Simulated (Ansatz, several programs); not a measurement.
An ordered 4-atom cell of ScAlN2 on the rocksalt lattice (R-3m), relaxed with PBE in Ansatz (plane waves, PAW): the symmetry is R-3m (No. 166, trigonal); conventional cell a = 3.055 Å, c = 14.808 Å, 9.98 Å³ an atom. Sc has 6 N at 2.21 Å; Al has 6 N at 2.10 Å; N has 3 Al at 2.10 Å and 3 Sc at 2.21 Å. The cell was then scaled with its shape and fractional coordinates held, which makes it stiffer than a relaxed compression. (Calculated; spin-unpolarised; the phase may be known or hypothetical.)

```
V (Å³/atom)  E (meV/atom)
      9.378         27.43
      9.976          0.00
     10.275          5.85
     10.575         22.33
```

Question: Pass a cubic E = c₀ + c₁u + c₂u² + c₃u³, with u = V − 10.051 Å³, through these points.

Answer: c₀ = 0.37, c₁ = +10.056, c₂ = 66.862, c₃ = -11.6150 (meV and Å³).

Question: Where is the minimum, and what bulk modulus follows?

Answer: dE/du = 0 at u = -0.074, so V₀ = 9.98 Å³. B = V₀ d²E/dV² = 9.98 × (2c₂ + 6c₃u) = 9.98 × 138.866 = 1385 meV/Å³, and 1 meV/Å³ is 0.16022 GPa: 222 GPa. A third-order Birch-Murnaghan fit to all five points gives 9.98 Å³ and 220 GPa.

Question: Predict the energy and the pressure at the withheld volume, 9.677 Å³.

Answer: With u = -0.374: E ≈ 6.57 meV and P = −dE/dV ≈ +7.18 GPa. The run gives 6.48 meV and, from its stress, +7.14 GPa.
